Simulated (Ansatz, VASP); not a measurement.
# ZnS: VASP beside Ansatz

Wanted: the spread between two codes on one cell, functional and k mesh. The structure shown comes from an earlier Ansatz run, which isn't shown and may have moved the atoms alone.

Calculated with Ansatz 0.2.0; plane waves, with VASP 6.6.1 beside it; elastic constants at r2SCAN.

## 1. The structure

Symmetry: F-43m, No. 216, cubic system. Conventional cell: a = 5.389 Å, b = 5.389 Å, c = 5.389 Å, α = 90.00°, β = 90.00°, γ = 90.00°. Zn has 4 S at 2.33 Å nearest. Nearest to S lie 4 Zn at 2.33 Å. Farther neighbours and most contacts between anions are not listed.

## 2. Ansatz: elastic constants, r2SCAN

Ansatz runs on its default PAW (the set named soft_2) files.

Elastic constants are differences of stresses under small strains, so they test the stress and the mesh.

The input, input.yaml:

```yaml
crystal:
  lattice:
    - [0.0, 2.6945314687, 2.6945314687]
    - [2.6945314687, 0.0, 2.6945314687]
    - [2.6945314687, 2.6945314687, 0.0]
  atoms:
    - { symbol: Zn, position: [0.25, 0.25, 0.25] }
    - { symbol: S, position: [0.0, 0.0, 0.0] }
kpoints:
  mp_grid: { grid: [8, 8, 8] }
hamiltonian:
  xc: r2scan
scf:
  occupations: { method: gaussian, width: 0.02 }
output:
  forces: true
  stress: true
  eigenvalues: true
elastic:
  mode: relaxed_ion
  stencil: two_point
```

Command:

```
$ ansatz run input.yaml --threads 4 --pin off --max-ram 8192MiB --backend cpu --events-out ev --progress --plain --runs-dir out
```

Numbers of over 12 decimals in the logs are rounded to 6 here.

Log:

```text
Engine: ansatz 0.2.0, aarch64-unknown-linux-gnu
Pseudopotentials: kind: paw
Pseudopotential: Zn, paw, valence charge 12, recommended cutoff 500 eV (meta_gga), Zn.paw.azcp
Pseudopotential: S, paw, valence charge 6, recommended cutoff 500 eV (meta_gga), S.paw.azcp
Functional definition: r2SCAN
  parameter k0 = 0.174
  parameter k1 = 0.065
  parameter a1 = 4.9479
  exchange = r2scan_x(k0 = k0, k1 = k1, a1 = a1)
  correlation = r2scan_c
Crystal: 2 atoms, lattice volume = 39.127 Å³
Basis set: ecut = 500 eV, 965 PW (Γ), exchange–correlation on 120×120×120 points (64 copies of the dense FFT grid, shifted against one another)
Bands: 13, of which v1, the nominal top of the filled ones, is band 9 counted from 1 (8 counted from 0)
Symmetry: 24 space group operations
Space group: F-43m (ITA 216), of the structure as read, at distance tolerance 3.4e-5 Å
k-points: 29 of 512 (time reversal used)
Non-local potential: Zn, projectors of the file, l = 0: 2, l = 1: 2, l = 2: 3, l = 3: 1
Non-local potential: S, projectors of the file, l = 0: 2, l = 1: 2, l = 2: 2
PAW form: soft (Blöchl's): semilocal exchange-correlation on the pseudo side does not see the compensation charge
PAW frozen core: Zn, regenerated for the run's functional (the file was generated under x = pbe(κ = 0.804, μ = 0.219515), c = pbe(β = 0.066725))
PAW frozen core: S, regenerated for the run's functional (the file was generated under x = pbe(κ = 0.804, μ = 0.219515), c = pbe(β = 0.066725))
PAW one-centre angular grid: Zn, 590 points (default); XC on 261 of its mesh's 2673 points in the sphere
PAW one-centre angular grid: S, 302 points (default); XC on 160 Gauss nodes
Initial density: superposition of atomic densities (neutral atoms: chi_scale 0, normalization atom), corrected by the library's trained network
Initial wavefunctions: pseudopotential atomic-orbital guess
Functional: x = r2scan, c = r2scan; τ floored in thin density (d = 2e-4 eV/Å³)
SCF iter   1: F=—  HF=-4233.452430 eV  |F-HF|=—  |Δ(HF+E_count)|=         —  Δρ=1.56e-2  dr2=4.70e-2  dr2_τ=6.64e-3  ethr=1.77e-3  ⟨swp⟩=6.4  Hψ=2453  notcnv=0
preconditioner: auto → none  [insulator: Δε(μ)=2.686 eV  Ē_g=13.089 eV  σ=0.020 eV  W_gap=1.00  n_scr=14 (ndim 8)  ℏωp=25.2 eV  f_vac=0.025  D(μ)=0.00/eV (n_scr^D=0)  ε∞_Penn≈4.7]
SCF iter   2: F=—  HF=-4233.455194 eV  |F-HF|=—  |Δ(HF+E_count)|=   2.76e-3  Δρ=4.67e-3  dr2=8.44e-3  dr2_τ=3.53e-4  ethr=2.61e-4  ⟨swp⟩=2.6  Hψ=989  notcnv=0
SCF iter   3: F=—  HF=-4233.449950 eV  |F-HF|=—  |Δ(HF+E_count)|=   5.24e-3  Δρ=2.91e-3  dr2=1.36e-3  dr2_τ=8.43e-6  ethr=4.69e-5  ⟨swp⟩=2.4  Hψ=742  notcnv=0
SCF iter   4: F=—  HF=-4233.450271 eV  |F-HF|=—  |Δ(HF+E_count)|=   3.21e-4  Δρ=2.48e-4  dr2=3.86e-5  dr2_τ=2.04e-6  ethr=7.57e-6  ⟨swp⟩=2.9  Hψ=953  notcnv=0
SCF iter   5: F=—  HF=-4233.450258 eV  |F-HF|=—  |Δ(HF+E_count)|=   1.32e-5  Δρ=1.15e-4  dr2=4.67e-6  dr2_τ=5.70e-8  ethr=2.15e-7  ⟨swp⟩=2.0  Hψ=451  notcnv=0
SCF iter   6: F=—  HF=-4233.450257 eV  |F-HF|=—  |Δ(HF+E_count)|=   8.51e-7  Δρ=7.55e-6  dr2=1.37e-8  dr2_τ=1.95e-9  ethr=2.59e-8  ⟨swp⟩=2.4  Hψ=620  notcnv=0
SCF iter   7: F=—  HF=-4233.450258 eV  |F-HF|=—  |Δ(HF+E_count)|=   6.88e-7  Δρ=1.20e-6  dr2=2.81e-10  dr2_τ=9.66e-12  ethr=7.60e-11  ⟨swp⟩=2.0  Hψ=638  notcnv=0
SCF iter   8: F=—  HF=-4233.450258 eV  |F-HF|=—  |Δ(HF+E_count)|=  2.82e-10  Δρ=7.88e-8  dr2=2.58e-12  dr2_τ=9.91e-14  ethr=1.56e-12  ⟨swp⟩=2.0  Hψ=638  notcnv=0
SCF iter   9: F=-4233.450258 eV  HF=-4233.450258 eV  |F-HF|=9.09e-13  |Δ(HF+E_count)|=    0.00e0  Δρ=4.84e-9  dr2=5.33e-15  dr2_τ=6.49e-16  ethr=1.00e-12  ⟨swp⟩=5.0  Hψ=1501  notcnv=0
SCF 1 converged in 9 iterations: F = -4233.450258 eV  dr2 = 5.33e-15
  greatest PAW one-centre occupation: 0.983 electrons in one spin orbital (limit 2), on the Zn atom at site 0 (counted from 0), in its partial waves of l = 2
Initial density: handed on by an earlier stage of this run
Initial wavefunctions: those handed on with the density
iter 1 solved again at ethr=1.00e-12 eV; its pass at ethr=3.10e-3 eV (dr2=2.36e-14 eV) is discarded
SCF iter   1: F=—  HF=-4233.450258 eV  |F-HF|=—  |Δ(HF+E_count)|=         —  Δρ=4.87e-9  dr2=5.40e-15  dr2_τ=6.53e-16  ethr=1.00e-12  ⟨swp⟩=2.2  Hψ=2613  notcnv=0
preconditioner: auto → none  [insulator: Δε(μ)=2.703 eV  Ē_g=12.897 eV  σ=0.020 eV  W_gap=1.00  n_scr=14 (ndim 8)  ℏωp=25.2 eV  f_vac=0.025  D(μ)=0.00/eV (n_scr^D=0)  ε∞_Penn≈4.8]
SCF iter   2: F=-4233.450258 eV  HF=-4233.450258 eV  |F-HF|=9.09e-13  |Δ(HF+E_count)|=  9.09e-13  Δρ=2.18e-9  dr2=8.71e-16  dr2_τ=5.80e-17  ethr=1.00e-12  ⟨swp⟩=4.1  Hψ=1278  notcnv=0
SCF 2 converged in 2 iterations: F = -4233.450258 eV  dr2 = 8.71e-16
Crystal: 2 atoms, lattice volume = 39.049 Å³
Symmetry: 8 space group operations
k-points: 59 of 512 (time reversal used)
iter 1 solved again at ethr=2.76e-8 eV; its pass at ethr=3.10e-3 eV (dr2=4.96e-6 eV) is discarded
[...]
SCF iter   5: F=—  HF=-4233.450243 eV  |F-HF|=—  |Δ(HF+E_count)|=  1.95e-10  Δρ=3.42e-7  dr2=4.60e-11  dr2_τ=2.32e-12  ethr=2.41e-12  ⟨swp⟩=3.0  Hψ=2084  notcnv=0
SCF iter   6: F=—  HF=-4233.450243 eV  |F-HF|=—  |Δ(HF+E_count)|=  1.27e-11  Δρ=1.73e-7  dr2=7.52e-12  dr2_τ=9.53e-14  ethr=2.56e-13 (applied; sched 1.00e-12)  ⟨swp⟩=2.0  Hψ=1995  notcnv=0
SCF iter   7: F=—  HF=-4233.450243 eV  |F-HF|=—  |Δ(HF+E_count)|=  4.55e-12  Δρ=2.56e-8  dr2=1.45e-13  dr2_τ=4.44e-15  ethr=4.18e-14 (applied; sched 1.00e-12)  ⟨swp⟩=2.0  Hψ=1987  notcnv=0
SCF iter   8: F=-4233.450243 eV  HF=-4233.450243 eV  |F-HF|=9.09e-13  |Δ(HF+E_count)|=  1.82e-12  Δρ=7.03e-9  dr2=7.66e-15  dr2_τ=4.07e-16  ethr=1.00e-12  ⟨swp⟩=4.1  Hψ=4189  notcnv=0
SCF 7 converged in 8 iterations: F = -4233.450243 eV  dr2 = 7.66e-15
relax step   3: F+E_penalty+E_count = -4233.45024265 eV  Δ(F+E_penalty+E_count) = -5.133e-6 eV  max|allowed force component| = 8.178e-7 eV/Å  Δτ_max = 0.0007 Å  (8 SCF iters, accepted)
[...]
relax step   1: F+E_penalty+E_count = -4233.45023164 eV  Δ(F+E_penalty+E_count) = +0.000e0 eV  max|allowed force component| = 1.141e-2 eV/Å  Δτ_max = 0.0000 Å  (9 SCF iters, accepted)
[...]
relax step   2: F+E_penalty+E_count = -4233.45024265 eV  Δ(F+E_penalty+E_count) = -1.101e-5 eV  max|allowed force component| = 4.424e-7 eV/Å  Δτ_max = 0.0010 Å  (8 SCF iters, accepted)
iter 1 solved again at ethr=1.00e-12 eV; its pass at ethr=3.10e-3 eV (dr2=1.90e-14 eV) is discarded
SCF iter   1: F=—  HF=-4233.450243 eV  |F-HF|=—  |Δ(HF+E_count)|=         —  Δρ=1.05e-8  dr2=1.88e-14  dr2_τ=9.24e-16  ethr=1.00e-12  ⟨swp⟩=2.1  Hψ=8565  notcnv=0
SCF iter   2: F=-4233.450243 eV  HF=-4233.450243 eV  |F-HF|=1.82e-12  |Δ(HF+E_count)|=    0.00e0  Δρ=5.40e-9  dr2=4.38e-15  dr2_τ=2.57e-16  ethr=1.00e-12  ⟨swp⟩=4.1  Hψ=4198  notcnv=0
SCF 11 converged in 2 iterations: F = -4233.450243 eV  dr2 = 4.38e-15
SCF converged after 2 iterations
Free energy (F): -4233.450258 eV
Harris-Foulkes:  -4233.450258 eV  (|F-HF|=9.09e-13)
Internal energy: -4233.450258 eV  (E = F + TS)
E sigma→0 (E₀):  -4233.450258 eV
Fermi energy:    6.969516 eV
--- Per-component energies (eV) ---
  E_band       = -1.105525
  E_kinetic    = 237.560703
  E_local      = -2041.150517  (includes V_loc(G=0)·N_el)
  E_nonlocal   = 646.587623
  E_hartree    = 856.388830
  E_xc         = -215.802104
  E_vxc        = -148.248777  (∫ρ·V_xc dr)
  E_paw        = -2459.889001  (= ΣΔE_a)
  E_vpaw       = -415.968231  (= ΣTr[D̂ρ^β])
  E_aug_tail   = -0.000075  (compensation charges beyond the density's cutoff)
  E_vtau       = 7.336089  (kinetic-family band-sum trace: ∫τ·v_τ [+ j·A + Jᵃ·Aᵃ] dr)
  E_ewald      = -1256.853331
  E_core_change = -0.292385  (= ΣΔE_core)
  E_smearing   = -0.000000  (= −TS)
  E_closure    = -0.000000  (closes the sum)
  Σ components = -4233.450258   (vs F -4233.450258, Δ=0.00e0)
--- Forces (eV/Å), atoms counted from 1 ---
  atom   1  Zn    -0.00000000     0.00000000     0.00000000
  atom   2  S      0.00000000    -0.00000000     0.00000000
  max |Σ_I F_I| component: 3.70e-17 eV/Å
--- Stress (GPa, compression-positive) ---
        0.002211       0.000000      -0.000000
       -0.000000       0.002211       0.000000
       -0.000000       0.000000       0.002211
  P = ⅓ Tr σ = 0.0022 GPa (0.022 kbar)
--- Band table (eV; the first three rows and the last of 29) ---
  k-point 0: bands = [... 5 lower, -0.3637, 5.6179, 5.6179, 5.6179, 8.3210, 12.4826, 12.4826, 12.4826]
  k-point 1: bands = [... 5 lower, -0.3652, 4.5257, 5.4654, 5.4654, 9.1106, 12.3898, 12.7463, 12.7463]
  k-point 2: bands = [... 5 lower, -0.3618, 2.7479, 5.1319, 5.1319, 9.6425, 13.0791, 13.1168, 13.1168]
  k-point 28: bands = [... 5 lower, 0.0462, 0.9389, 2.7670, 2.7971, 11.6510, 12.2355, 14.0832, 14.2706]
--- Elastic constants: 2 strain directions × 2 members + reference (group order 24) ---
  dense FFT box of the reference and of every strained cell: 30×30×30
  strains applied: 11, 23; error gains: componentwise 1.00 (the most a stress slope's error grows in a printed constant), spectral 1.73 (1 for all six strains in a standard setting)
  C = ∂σ_k/∂η_j (tension-positive GPa; Voigt order 11 22 33 23 13 12):
       107.518     64.191     64.191      0.000      0.000     -0.000
        64.191    107.518     64.191      0.000      0.000     -0.000
        64.191     64.191    107.518      0.000      0.000      0.000
        -0.000     -0.000     -0.000     50.064      0.000     -0.000
        -0.000     -0.000      0.000     -0.000     50.064      0.000
         0.000     -0.000     -0.000      0.000      0.000     50.064
  reference stress σ⁰ (GPa):     -0.002     -0.002     -0.002     -0.000      0.000      0.000
  C* (energy form; C + prestress term) asymmetry max|C*_kj − C*_jk| = 1.421e-14 GPa — a small one proves nothing (zero by symmetry where the batch's group is 432, −43m or m−3m); a large one is finite-difference/SCF noise where every solve meets its electron count
  moduli (Voigt/Reuss/Hill, GPa): K = 78.63/78.63/78.63   G = 38.70/32.84/35.77   E = 93.19   ν = 0.302
  mechanically stable: yes (min eigenvalue of sym C = 43.33 GPa)
  strain η (Voigt 11):  stress-route row diagonal C_11 = 107.52 GPa, energy-path curvature d²(F+E_count+ΔE)/dδ²/Ω₀ = 107.67 GPa
         δ    σ_11 (GPa)             F (eV)   n_scf  n_hpsi   n_pw
    -2.000e-3      -0.2178       -4233.4502094       9   18465   1000   relax 0 steps, max|allowed force component| 1.94e-16 eV/Å
     2.000e-3       0.2123       -4233.4502199       7   14912   1006   relax 0 steps, max|allowed force component| 1.94e-16 eV/Å
  strain η (Voigt 23):  stress-route row diagonal C_44 = 50.06 GPa, energy-path curvature d²(F+E_count+ΔE)/dδ²/Ω₀ = 50.19 GPa
         δ    σ_23 (GPa)             F (eV)   n_scf  n_hpsi   n_pw
    -2.000e-3      -0.1001       -4233.4502427       2   13704   1002   relax 3 steps, max|allowed force component| 8.18e-7 eV/Å
     2.000e-3       0.1001       -4233.4502427       2   13750   1002   relax 2 steps, max|allowed force component| 4.42e-7 eV/Å
```

In the SCF lines HF is the Harris–Foulkes energy and dr2 the Hartree energy of the density residual, in eV; the loop may stop once dr2 is under the threshold and the program's other checks hold. Hψ counts applications of the Hamiltonian.

(Part 1 of 2 ends here.)

[Lines on the potential files, build, host, timing and source positions are cut from VASP's logs without a mark.]

[Logs are printed without paths, hosts, clocks, repeated set-up lines and the standing remarks that a program may print on its own settings, such as how far it seeks lower states.]

[Hosts, paths, dates, database ids (printed as entryN), source tags and the programs' standing remarks are cut or masked in the printed files.]
